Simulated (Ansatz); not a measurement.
Runs of Ansatz 0.2.0 on ZrC. It takes space group Fm-3m (No. 225, cubic). The conventional cell has a = 4.730 Å, b = 4.730 Å, c = 4.730 Å, α = 90.00°, β = 90.00°, γ = 90.00°. Zr (site symmetry m-3m) is surrounded by 6 C at 2.37 Å. Around C (site symmetry m-3m) lie 6 Zr at 2.37 Å. 

| task | level | potentials or basis | cell | k mesh | cutoff (eV) | smearing | basis error allowed | mesh quality | gap on the mesh (eV) | pressure (GPa) |
| --- | --- | --- | --- | --- | --- | --- | --- | --- | --- | --- |
| band structure | BLYP | all-electron LAPW, scalar-relativistic | as given | 10 × 10 × 10 | 253 | fermi-dirac 0.05 eV | 0.001 eV/atom | not flagged | - | 4.2 |
| relaxation of cell and atoms | LDA | all-electron LAPW, scalar-relativistic | relaxed | 10 × 10 × 10 | - | fermi-dirac 0.05 eV | 0.001 eV/atom | not flagged | - | 0.0 |
| band structure | LDA | all-electron LAPW, scalar-relativistic | as given | 10 × 10 × 10 | 253 | fermi-dirac 0.05 eV | 0.001 eV/atom | not flagged | - | -12.4 |
| single point | r2SCAN0+D4 | all-electron PAW datasets made for the crystal | as given | 5 × 5 × 5 | 280 | gaussian 0.1 eV | - | coarse | none | (a) |
| elastic constants | LDA | all-electron LAPW, scalar-relativistic | as given | 7 × 7 × 7 | 267 | fermi-dirac 0.05 eV | 0.001 eV/atom | coarse | none | -12.4 |

Alike in all rows: no spin polarisation.

Question: Estimate the missing entries.

Answer: (a) -5.8.

Caveats: some runs use coarse meshes; the k mesh is thin for a metal, which can move the energy by tens of meV per atom (some runs); pairwise dispersion overbinds metals, which lowers pressure and volume (some runs); a metal's response needs a denser mesh (some runs); the cell is more than 3 GPa from zero pressure, which shifts response properties (some runs); elastic constants of metals need much finer meshes, so these are rough (some runs).

A k mesh can miss the band edges, and the runs leave out spin-orbit coupling on Zr.

A gap of «none» marks a metal or a gap under the smearing width.

The runs don't all hold the same shells in valence.

Runs at the PBE level aren't shown here.
